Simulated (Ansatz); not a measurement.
# HgSe: frozen-core PAW against all-electron methods

```yaml
crystal:
  lattice:
    - [0.00000, 3.09633, 3.09633]
    - [3.09633, 0.00000, 3.09633]
    - [3.09633, 3.09633, 0.00000]
  atoms:
    - { symbol: Hg, position: [0.00000, 0.00000, 0.00000] }
    - { symbol: Se, position: [0.25000, 0.25000, 0.25000] }
```

Atoms are numbered in the order listed.

Structure from Materials Project entry mp-820 (possibly hypothetical), not relaxed further.

Spin–orbit coupling is left out, though it moves levels of the heavy atoms by tenths of an eV or more.

Levels of theory: DFT, PBEsol, PAW with Ansatz's default frozen-core files, scalar-relativistic (Ansatz 0.2.0); DFT, PBEsol, all-electron PAW with datasets made for the crystal, scalar-relativistic (Ansatz 0.2.0); DFT, PBEsol, all-electron LAPW, scalar-relativistic (Ansatz 0.2.0).

For PAW: a Γ-centred 10×10×10 k mesh, Fermi–Dirac smearing of 0.05 eV, cutoff 420 eV, no spin polarisation; the PAW files were made with PBE, and the program remakes their frozen cores for this functional. The crystal-made all-electron datasets (AE datasets) take a cutoff of 240 eV at this cell. LAPW targets a basis error of 0.25 meV/atom. The Ansatz runs share mesh, smearing and spin set-up. Plane-wave (PAW) pressures include the program's estimate of the Pulay term.

Stress and pressure are positive in compression.

Levels count from the Fermi level.

```
                      quantity     PAW  AE datasets    LAPW
                pressure (GPa)   -1.39        -1.39   -1.39
highest filled level at Γ (eV)  -0.087       -0.087  -0.087
  lowest empty level at Γ (eV)   5.406        5.407   5.407
highest filled level at X (eV)  -2.186       -2.185  -2.185
  lowest empty level at X (eV)   2.594        2.594   2.594
```

PAW's pressure differs from the LAPW value by about 0.01 GPa or less. Datasets made for the crystal and LAPW share parts of one code, so their agreement isn't an independent check.
